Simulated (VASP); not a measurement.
Wanted: the native input for a VASP 6.6.1 run.

```
Task                   : single point
Functional             : PBE
Dispersion             : D3(BJ)
Potentials or basis    : VASP PAW PBE potentials, release 64 (K_sv)
Cutoff                 : 520 eV
k mesh                 : 12 × 12 × 12
Occupations            : gaussian, width 0.15 eV
Spin                   : no spin polarisation
Dipole correction      : no
Further INCAR settings : ALGO = Fast; EDIFF = 1e-06; NBANDS = 10
```

The structure of K lies in POSCAR:

```
K
1.0
    0.0000000000      3.4257915462      3.3918728180
    3.3918728180      0.0000000000      3.3918728180
    3.3918728180      3.4257915462      0.0000000000
K
1
Direct
    0.0000000000      0.0000000000      0.0000000000
```

This isn't the form of K at room conditions, which is bcc.

The cell isn't the ideal one: strain +0.0100 x Voigt [0, 1, 0, 0, 0, 0], atoms carried along.

The input as run:

INCAR

```
ALGO = Fast
EDIFF = 1E-6
ENCUT = 520
GGA = PE
ISIF = 2
ISMEAR = 0
IVDW = 12
LASPH = T
LCHARG = F
LREAL = F
LWAVE = F
NBANDS = 10
NELM = 100
PREC = Accurate
SIGMA = 0.15
```

KPOINTS

```
k-points
0
Gamma
  12 12 12
```

Potentials or basis: VASP PAW PBE potentials, release 64 (K_sv).

Launch:

```sh
$ cat potpaw_PBE.64/K_sv/POTCAR > POTCAR
$ mpirun -np 1 vasp_std > vasp.out
```

Results of the run:

```yaml
Pressure: -0.4 GPa
Band_gap_on_the_k_mesh: none (metal or under the smearing width)
Dispersion_energy_per_atom: -0.105 eV
```

Caveat: pairwise dispersion overbinds metals, which lowers pressure and volume.

It took 37 s on 1 thread of Intel(R) Xeon(R) 6975P-C (Granite Rapids), on a shared host, peak memory 0.29 GiB.
